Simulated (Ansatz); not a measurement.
# Si2Mo: the cost of one run

Program: Ansatz 0.2.0. Level of theory: DFT PBE, scalar-relativistic, plane waves, PAW. These are calculated values, not measurements.

1 further run of the same task is left out (set aside as unsound or not needed).

## (1) The starting structure

Symmetry: I4/mmm, No. 139, tetragonal system. Conventional cell: a = 3.212 Å, b = 3.212 Å, c = 7.880 Å, α = 90.00°, β = 90.00°, γ = 90.00°. Si (site symmetry 4mm) is surrounded by 5 Si at 2.62 to 2.63 Å and 5 W at 2.62 Å. Around W (site symmetry 4/mmm) lie 10 Si at 2.62 Å.

As a file:

```cif
data_structure
_symmetry_space_group_name_H-M 'I4/mmm'
_symmetry_Int_Tables_number 139
_cell_length_a 3.2120
_cell_length_b 3.2120
_cell_length_c 7.8800
_cell_angle_alpha 90.000
_cell_angle_beta 90.000
_cell_angle_gamma 90.000
_cell_volume 81.30
loop_
_atom_site_label
_atom_site_type_symbol
_atom_site_symmetry_multiplicity
_atom_site_Wyckoff_symbol
_atom_site_fract_x
_atom_site_fract_y
_atom_site_fract_z
_atom_site_occupancy
Si1 Si 4 e 0.00000 0.00000 0.33300 1
W1 W 2 a 0.00000 0.00000 0.00000 1
```

The structure comes from the Crystallography Open Database.

## (2) Substitution of an element, cell strained: W → Mo, first probe

The change: Mo takes all sites of W, and lengths are scaled by 0.988 as a first guess of the size; strain xx, yy, zz, yz, xz, xy = -1.2, -1.2, -1.2, +0.0, +0.0, +0.0 %.

Input file input.yaml:

```yaml
crystal:
  lattice:
    - [-1.5667828853, 1.5667828853, 3.8437886475]
    - [1.5667828853, -1.5667828853, 3.8437886475]
    - [1.5667828853, 1.5667828853, -3.8437886475]
  atoms:
    - { symbol: Si, position: [0.333, 0.333, 0.0] }
    - { symbol: Si, position: [0.667, 0.667, 0.0] }
    - { symbol: Mo, position: [0.0, 0.0, 0.0] }
basis:
  ecutwfc: 420
kpoints:
  mp_grid: { grid: [8, 8, 8] }
hamiltonian:
  xc: pbe
scf:
  occupations: { method: gaussian, width: 0.1 }
output:
  forces: true
  stress: true
  eigenvalues: true
```

Q: Estimate wall time and peak memory on 1 thread of an x86-64 CPU, shared host.

About 1.6 s, with a peak of 0.39 GiB.
